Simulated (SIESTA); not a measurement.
ZnS:

```
Zn S
1.0
     0.00000    2.70200    2.70200
     2.70200    0.00000    2.70200
     2.70200    2.70200    0.00000
Zn S
1 1
Direct
  0.75000 0.75000 0.75000
  0.00000 0.00000 0.00000
```

Base run:

| Item | Value |
| --- | --- |
| Program | SIESTA 5.4.2 |
| Functional | BLYP |
| Potentials or basis | PseudoDojo 0.4 standard (PBE files) |
| Basis | DZP (energy shift 0.003 Ry; two zetas on semicore shells) |
| Grid cutoff | 800 Ry |
| Energy shift | 0.003 Ry |
| k mesh | 9 × 9 × 9 |
| Occupations | fermi-dirac, width 0.05 eV |
| Spin | no spin polarisation |

Its results: band gap on the k mesh 2.48 eV, direct; pressure 6.1 GPa.

**Question.** The run is repeated on the same cell with these changes: functional from BLYP to RPBE. What comes out?

**Answer.** Band gap on the k mesh 2.67 eV, direct; pressure 5.1 GPa.

Caveats: short orbitals over semicore shells can move pressures by several GPa; the valence orbitals were made in a potential fitted to the semicore shell under them, which widens gaps by tenths of an eV or more; the potentials were made for another functional, which shifts forces and pressure; the basis of atomic orbitals isn't converged, which shifts pressures, moduli and gaps; an odd mesh through Γ misses points on the zone boundary, where band edges often lie (some runs).

Not every run made on this cell is shown here.
